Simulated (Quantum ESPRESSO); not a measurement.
# SnTe: equation of state with rev-vdW-DF2

Crystal: SnTe.

```
CELL_PARAMETERS angstrom
0.00000 3.15085 3.15085
3.15085 0.00000 3.15085
3.15085 3.15085 0.00000
ATOMIC_POSITIONS crystal
Te 0.50000 0.50000 0.50000
Sn 0.00000 0.00000 0.00000
```

```json
{
 "Program": "Quantum ESPRESSO 7.5",
 "Task": "equation of state",
 "Functional": "rev-vdW-DF2",
 "Potentials or basis": "PseudoDojo 0.4.1 SR PBE standard",
 "Cutoff": "1088 eV",
 "Density cutoff": "4354 eV",
 "k mesh": "7 × 7 × 7",
 "Occupations": "fermi-dirac, width 0.05 eV",
 "Spin": "no spin polarisation",
 "Mixing beta": "0.5",
 "Most SCF iterations": "120",
 "SCF threshold": "4e-10 Ry"
}
```

```json
{
 "Equilibrium volume": "32.46 Å³/atom",
 "Bulk modulus": "42 GPa",
 "Pressure derivative of the bulk modulus": "4.4"
}
```

Energy against volume, from the lowest point:
| volume (Å³/atom) | energy (meV/atom) |
| --- | --- |
| 29.404 | 45.12 |
| 30.030 | 27.49 |
| 30.656 | 14.61 |
| 31.281 | 6.02 |
| 31.907 | 1.27 |
| 32.532 | 0.00 |
| 33.158 | 1.85 |

All runs of the series together: 11 min on 1 thread of Arm Neoverse V1 (shared host).

Caveat: the potentials were made for another functional, which shifts forces and pressure. The run has no spin-orbit coupling, so splittings on Te are missing.
